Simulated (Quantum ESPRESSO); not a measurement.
Al2O3 (Corundum) in Quantum ESPRESSO: convergence with k mesh

Input of the first run (k mesh 1 × 1 × 1); the others differ in this setting and in those tied to it:

The input pw.in:

```
&CONTROL
  calculation = 'scf'
  prefix = 'pwscf'
  outdir = './tmp'
  pseudo_dir = './pseudo'
  tprnfor = .true.
  tstress = .true.
  disk_io = 'nowf'
/
&SYSTEM
  ibrav = 0
  nat = 10
  ntyp = 2
  ecutwfc = 92
  nbnd = 33
  occupations = 'smearing'
  smearing = 'mp'
  degauss = 0.00367493
/
&ELECTRONS
  conv_thr = 2d-09
  electron_maxstep = 120
  mixing_beta = 0.5
/
ATOMIC_SPECIES
Al    26.9815 Al.upf
O     15.9990 O.upf
CELL_PARAMETERS angstrom
   2.3802500000    1.3742379782    4.3318666667
  -2.3802500000    1.3742379782    4.3318666667
   0.0000000000   -2.7484759565    4.3318666667
ATOMIC_POSITIONS crystal
Al     0.8521600000    0.8521600000    0.8521600000
Al     0.6478400000    0.6478400000    0.6478400000
Al     0.1478400000    0.1478400000    0.1478400000
Al     0.3521600000    0.3521600000    0.3521600000
O      0.0566800000    0.7500000000    0.4433200000
O      0.7500000000    0.4433200000    0.0566800000
O      0.4433200000    0.0566800000    0.7500000000
O      0.9433200000    0.2500000000    0.5566800000
O      0.2500000000    0.5566800000    0.9433200000
O      0.5566800000    0.9433200000    0.2500000000
K_POINTS automatic
1 1 1 0 0 0
```

Potentials or basis: PseudoDojo 0.5 SR PBE stringent.

Launch:

```console
$ OMP_NUM_THREADS=1 pw.x -in pw.in > pw.out
```

Hardware: 1 thread of Arm Neoverse V2 (shared host).

**Question.** The values tried are 1 × 1 × 1, 2 × 2 × 2, 3 × 3 × 3, 4 × 4 × 4, 5 × 5 × 5, 6 × 6 × 6, 7 × 7 × 7, loosest first. From which on does the gap on the mesh stay within 0.01 eV of the tightest run that finished?

**Answer.** From 2 × 2 × 2 on.

```
   k mesh  energy less the tightest run, at zero smearing (meV/atom)  pressure (GPa)  largest force (eV/Å)  gap on the mesh (eV)  SCF cycles  CPU time (s)  peak memory (GiB)
1 × 1 × 1                                                     158.79            4.13                 0.449                 6.193           9             6               0.11
2 × 2 × 2                                                       5.35            6.23                 0.043                 6.252          10            23               0.13
3 × 3 × 3                                                       0.21            6.33                 0.054                 6.255          10            33               0.14
4 × 4 × 4                                                       0.02            6.34                 0.054                 6.255           9            65               0.17
5 × 5 × 5                                                       0.00            6.34                 0.054                 6.255          11           110                0.2
6 × 6 × 6                                                       0.00            6.34                 0.054                 6.255          11           200               0.26
7 × 7 × 7                                                       0.00            6.34                 0.054                 6.255          10           260                0.3
```

Against the tightest run, the energy stays within 1 meV/atom from 3 × 3 × 3 on; the pressure stays within 0.1 GPa from 3 × 3 × 3 on; the largest force stays within 0.005 eV/Å from 3 × 3 × 3 on. Meshes of other sizes hit other points, so gaps and Fermi surfaces needn't settle smoothly. The tightest run that finished is the yardstick and may itself not be fully converged.

Caveat, for the tightest run too: this smearing can shift energies of a crystal with a gap; an odd mesh through Γ misses points on the zone boundary, where band edges often lie.
